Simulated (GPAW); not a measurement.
# Si (P-1) in GPAW: a series of runs

One crystal, Si, is run at these levels: LDA, PBE+D4; tasks: single point.

Everything below comes from runs of GPAW 26.7.0. Logs are shortened: lines on timing, memory, paths and dates and some standing lists are left out, and cuts for length are marked. The log counts tension as positive stress, the text compression.

## (1) The cell of the first run

The typed cell holds 2 atoms: a = 2.466 Å, b = 2.621 Å, c = 4.539 Å, α = 90.00°, β = 90.00°, γ = 90.00°.

This isn't the form of Si at room conditions, which is diamond.

## (2) Single point, LDA (all atoms moved at random, sigma 0.4 Å a component)

File run.py:

```python
from ase.dft.bandgap import bandgap
from ase.io import read, write
from ase.units import Bohr
from gpaw import GPAW

atoms = read('POSCAR')

calc = GPAW(mode='lcao',
            h=0.16,
            basis='dzp',
            xc='LDA',
            kpts={'size': (8, 7, 4), 'gamma': True},
            occupations={'name': 'fermi-dirac', 'width': 0.05},
            convergence={'density': 1e-05, 'energy': 1e-05},
            maxiter=150,
            txt='gpaw.txt')
atoms.calc = calc
energy = atoms.get_potential_energy()
forces = atoms.get_forces()
calc.write('gs.gpw')
write('result.traj', atoms)
print(f'Energy: {energy:.6f} eV')
print('Forces (eV/A):')
print(forces.round(4))
print('Fermi level:', round(calc.get_fermi_level(), 4), 'eV')
print(f'Gap: {bandgap(calc)[0]:.4f} eV, direct: {bandgap(calc, direct=True)[0]:.4f} eV')

# fields on the real-space grid
write('density.cube', atoms, data=calc.get_pseudo_density() * Bohr**3)
write('potential.cube', atoms, data=calc.get_electrostatic_potential())
```

File POSCAR:

```
Si
1.0
    0.0000000000      0.0000000000      2.4663543900
    2.6205428100      0.0000000000      0.0000000000
    0.0000000000      4.5389133000      0.0000000000
Si
2
Direct
    0.8650043700      0.0204068500      0.9092805900
    0.1349956300      0.4795931500      0.5907194100
```

Potentials or basis: the program's PAW data sets (release 1.2.1) made for this functional, lcao:dzp.

Run with:

```
> OMP_NUM_THREADS=1 python run.py
```

gpaw.txt:

```text
__  _  _
 | _ |_)|_||  |
 |__||  | ||/\| - 26.7.0

Input parameters:
  mode=LCAO(),
  basis={'default': 'dzp'},
  convergence={'density': 1e-05, 'energy': 1e-05},
  h=0.16,
  kpts=MonkhorstPack(size=(8, 7, 4), gamma=True),
  maxiter=150,
  occupations=Occupations(name='fermi-dirac', width=0.05),
  xc=XC(name='LDA')

        Si

          Si

Atoms  # Å, Bohr magnetons
|   | symbol |        x |        y |        z |    initial magnetic moments |
|---|--------|----------|----------|----------|-----------------------------|
| 0 |     Si | 0.053477 | 4.127146 | 2.133407 | ( 0.0000,  0.0000,  0.0000) |
| 1 |     Si | 1.256794 | 2.681224 | 0.332947 | ( 0.0000,  0.0000,  0.0000) |

Unit cell  # Å
| periodic |        x |        y |        z |  lengths |    angles |
|----------|----------|----------|----------|----------|-----------|
|      yes | 0.000000 | 0.000000 | 2.466354 | 2.466354 | 90.000000 |
|      yes | 2.620543 | 0.000000 | 0.000000 | 2.620543 | 90.000000 |
|      yes | 0.000000 | 4.538913 | 0.000000 | 4.538913 | 90.000000 |

Number of symmetries: 1
Symmetry operations  # r_c * U_cc + t_c -> r_c
|   | kind |            matrix            |
|---|------|------------------------------|
| 0 |  E   |  1, 0, 0,  0, 1, 0,  0, 0, 1 |

BZ-sampling:
  Number of BZ points: 224
  Number of IBZ points: 114

  Monkhorst-Pack size: [8, 7, 4]
  Monkhorst-Pack shift: [0.0625, 0.0, 0.125]

K-points  # in reciprocal-cell coordinates
|     |                                coordinates |     weight |
|-----|--------------------------------------------|------------|
|   0 | (  0.00000000,   0.00000000,   0.00000000) | 0.00446429 |
|   1 | (  0.00000000,   0.00000000,   0.25000000) | 0.00892857 |
|   2 | (  0.00000000,   0.00000000,   0.50000000) | 0.00446429 |
|   3 | (  0.00000000,   0.14285714,  -0.25000000) | 0.00892857 |
|   4 | (  0.00000000,   0.14285714,   0.00000000) | 0.00892857 |
|   5 | (  0.00000000,   0.14285714,   0.25000000) | 0.00892857 |
|   6 | (  0.00000000,   0.14285714,   0.50000000) | 0.00892857 |
|   7 | (  0.00000000,   0.28571429,  -0.25000000) | 0.00892857 |
|   8 | (  0.00000000,   0.28571429,   0.00000000) | 0.00892857 |
|   9 | (  0.00000000,   0.28571429,   0.25000000) | 0.00892857 |
| ... |                                            |            |
| 113 | (  0.50000000,   0.42857143,   0.50000000) | 0.00892857 |

basis functions: 26
Spin-components: 1 (collinear spins)
Bands:           8
Projectors:      10
Spin-degeneracy: 2
Datatype:        <class 'complex'>

Parallelization:
  kpt:    1
  domain: 1
  band:   1

Density:
  Valence electrons: 8.0
  Components: 1
  Grid points: [16 16 28]
  Charge: 0.0  # |e|

Potential:
  Grid points: [16 16 28]

species:
  Si:
    name:    Silicon
    Z:       14.0
    valence: 4
    core:    10
    charge:  0.0  # [|e|]
    compensation charges:
      type: gauss
      rc: 0.33  # [Å]
      lmax: 2
    cutoffs:
      filter: 1.86  # [Å]
      core: 2.06  # [Å]
    projectors
    | kind |    occ | energy [eV] | rcut [Å] |
    |------|--------|-------------|----------|
    |   3s |  2.000 |     -10.878 |    1.058 |
    |   3p |  2.000 |      -4.162 |    1.058 |
    |    s |        |      16.334 |    1.058 |
    |    p |        |      23.049 |    1.058 |
    |    d |        |       0.000 |    1.058 |

    LCAO basis set for Si:
      Name: dzp
      File: <dir>
      Number of radial functions: 5
      Number of spherical harmonics: 13
        l=0, rc=6.8594 Bohr: 3s-sz confined orbital
        l=1, rc=9.0625 Bohr: 3p-sz confined orbital
        l=0, rc=3.8906 Bohr: 3s-dz split-valence wave
        l=1, rc=5.2344 Bohr: 3p-dz split-valence wave
        l=2, rc=9.0625 Bohr: d-type Gaussian polarization
      Number of RI-basis functions 0

Reference energy: -15717.426366  # eV

eigensolver:
  <gpaw.new.lcao.eigensolver.LCAOEigensolver object>
density mixing:
  MSR1-Mixer
  Pratt-step length: 0.05
  Maximum mixing coefficient: 0.75
  Old densities: 10
  SVD Regularization: 0.005
  Good broyden scale: 1.0
  Trust region scale: 1.0
  Backstep threshold: 4.0
  History deletion threshold: 6.0
  Fourier metric: weight=20.0, sigma=0.015

occupation numbers:
  Fermi-Dirac:
    width: 0.0500  # eV

FastPoissonSolver using
    Stencil: 6*3+1=19 point O(h^6) finite-difference Laplacian
    FFT axes: [np.int64(0), np.int64(1), np.int64(2)]
    FST axes: []

xc functional:
  name: None
interpolation: tri-quintic # 5. degree polynomial

        Si

          Si

Atoms  # Å, Bohr magnetons
|   | symbol |        x |        y |        z |    initial magnetic moments |
|---|--------|----------|----------|----------|-----------------------------|
| 0 |     Si | 0.053477 | 4.127146 | 2.133407 | ( 0.0000,  0.0000,  0.0000) |
| 1 |     Si | 1.256794 | 2.681224 | 0.332947 | ( 0.0000,  0.0000,  0.0000) |

Unit cell  # Å
| periodic |        x |        y |        z |  lengths |    angles |
|----------|----------|----------|----------|----------|-----------|
|      yes | 0.000000 | 0.000000 | 2.466354 | 2.466354 | 90.000000 |
|      yes | 2.620543 | 0.000000 | 0.000000 | 2.620543 | 90.000000 |
|      yes | 0.000000 | 4.538913 | 0.000000 | 4.538913 | 90.000000 |

Number of symmetries: 1
Symmetry operations  # r_c * U_cc + t_c -> r_c
|   | kind |            matrix            |
|---|------|------------------------------|
| 0 |  E   |  1, 0, 0,  0, 1, 0,  0, 0, 1 |

BZ-sampling:
  Number of BZ points: 224
  Number of IBZ points: 114

  Monkhorst-Pack size: [8, 7, 4]
  Monkhorst-Pack shift: [0.0625, 0.0, 0.125]

K-points  # in reciprocal-cell coordinates
|     |                                coordinates |     weight |
|-----|--------------------------------------------|------------|
|   0 | (  0.00000000,   0.00000000,   0.00000000) | 0.00446429 |
|   1 | (  0.00000000,   0.00000000,   0.25000000) | 0.00892857 |
|   2 | (  0.00000000,   0.00000000,   0.50000000) | 0.00446429 |
|   3 | (  0.00000000,   0.14285714,  -0.25000000) | 0.00892857 |
|   4 | (  0.00000000,   0.14285714,   0.00000000) | 0.00892857 |
|   5 | (  0.00000000,   0.14285714,   0.25000000) | 0.00892857 |
|   6 | (  0.00000000,   0.14285714,   0.50000000) | 0.00892857 |
|   7 | (  0.00000000,   0.28571429,  -0.25000000) | 0.00892857 |
|   8 | (  0.00000000,   0.28571429,   0.00000000) | 0.00892857 |
|   9 | (  0.00000000,   0.28571429,   0.25000000) | 0.00892857 |
| ... |                                            |            |
| 113 | (  0.50000000,   0.42857143,   0.50000000) | 0.00892857 |

basis functions: 26
Spin-components: 1 (collinear spins)
Bands:           8
Projectors:      10
Spin-degeneracy: 2
Datatype:        <class 'complex'>

Parallelization:
  kpt:    1
  domain: 1
  band:   1

Density:
  Valence electrons: 8.0
  Components: 1
  Grid points: [16 16 28]
  Charge: 0.0  # |e|

Potential:
  Grid points: [16 16 28]

species:
  Si:
    name:    Silicon
    Z:       14.0
    valence: 4
    core:    10
    charge:  0.0  # [|e|]
    compensation charges:
      type: gauss
      rc: 0.33  # [Å]
      lmax: 2
    cutoffs:
      filter: 1.86  # [Å]
      core: 2.06  # [Å]
    projectors
    | kind |    occ | energy [eV] | rcut [Å] |
    |------|--------|-------------|----------|
    |   3s |  2.000 |     -10.878 |    1.058 |
    |   3p |  2.000 |      -4.162 |    1.058 |
    |    s |        |      16.334 |    1.058 |
    |    p |        |      23.049 |    1.058 |
    |    d |        |       0.000 |    1.058 |

    LCAO basis set for Si:
      Name: dzp
      File: <dir>
      Number of radial functions: 5
      Number of spherical harmonics: 13
        l=0, rc=6.8594 Bohr: 3s-sz confined orbital
        l=1, rc=9.0625 Bohr: 3p-sz confined orbital
        l=0, rc=3.8906 Bohr: 3s-dz split-valence wave
        l=1, rc=5.2344 Bohr: 3p-dz split-valence wave
        l=2, rc=9.0625 Bohr: d-type Gaussian polarization
      Number of RI-basis functions 0

Reference energy: -15717.426366  # eV

eigensolver:
  <gpaw.new.lcao.eigensolver.LCAOEigensolver object>
density mixing:
  MSR1-Mixer
  Pratt-step length: 0.05
  Maximum mixing coefficient: 0.75
  Old densities: 10
  SVD Regularization: 0.005
  Good broyden scale: 1.0
  Trust region scale: 1.0
  Backstep threshold: 4.0
  History deletion threshold: 6.0
  Fourier metric: weight=20.0, sigma=0.015

occupation numbers:
  Fermi-Dirac:
    width: 0.0500  # eV

FastPoissonSolver using
    Stencil: 6*3+1=19 point O(h^6) finite-difference Laplacian
    FFT axes: [np.int64(0), np.int64(1), np.int64(2)]
    FST axes: []

xc functional:
  name: None
interpolation: tri-quintic # 5. degree polynomial

convergence criteria:
- Maximum integral of absolute [dens]ity change: 1e-05 electrons / valence electron
- Maximum [total energy] change in last 3 cyles: 1e-05 eV / valence electron
- Maximum integral of absolute [eigenst]ate change: 4e-08 eV^2 / valence electron
maximum number of iterations: 150

SCF iterations
|iter     | |      energy | eigst |  dens |
|---------|-|-------------|-------|-------|
|iter:   1| |   -9.050857 |      c|       |
|iter:   2| |   -8.976858 |      c| -0.92 |
|iter:   3| |   -8.771049 |      c| -0.97 |
|iter:   4| |   -8.770400 |      c| -1.55 |
|iter:   5| |   -8.770659 |      c| -1.87 |
|iter:   6| |   -8.770635 |      c| -2.79 |
|iter:   7| |   -8.770640c|      c| -3.53 |
|iter:   8| |   -8.770639c|      c| -4.23 |
|iter:   9| |   -8.770639c|      c| -5.22c|

Converged in 9 steps
Energy contributions relative to reference atoms: (reference = -15717.426366)

Energy contributions:
  Kinetic:          36.468515
  Coulomb:         -26.390417
  Zero:             -0.160687
  External:          0.000000
  Xc:              -18.683109
  Entropy:          -0.009884
  Spinorbit:         0.000000
  ----------------------------
  Free energy:      -8.775581
  Extrapolated:     -8.770639

dipole moment: (-5.509773, 5.815183, -0.000000)  # |e|*Ang

Fermi level: 8.790
Eigenvalues  # (at kpt = [0.000, 0.000, 0.000])
| band index |      eig [eV] | occ [0-2] |
|------------|---------------|-----------|
|          0 |        -7.274 |     2.000 |
|          1 |         1.224 |     2.000 |
|          2 |         3.558 |     2.000 |
|          3 |        11.245 |     0.000 |
|          4 |        13.259 |     0.000 |
|          5 |        14.683 |     0.000 |
|          6 |        16.235 |     0.000 |
|          7 |        19.696 |     0.000 |

No gap
No difference between direct/indirect transitions

Forces  # eV/Ang
|        x |        y |        z |
|----------|----------|----------|
| -1.50507 |  7.76021 | -2.05362 |  # Si   0
|  1.50507 | -7.76021 |  2.05362 |  # Si   1

# Writing to gs.gpw (mode='')
```

Run time: 8.7 min. Hardware: 1 thread of Arm Neoverse V2, shared host; peak memory 0.19 GiB.

Results:

```
Free energy            : -8.7756 eV
Largest force          : 8.167 eV/Å
Band gap on the k mesh : none (metal or under the smearing width)
```

Forces on the atoms (eV/Å):
```
Si  -1.505  7.760 -2.054
Si   1.505 -7.760  2.054
```

Caveat: the real-space grid adds noise to forces; the basis of atomic orbitals isn't converged, which shifts pressures, moduli and gaps.

(Continued in part 2 of 2.)
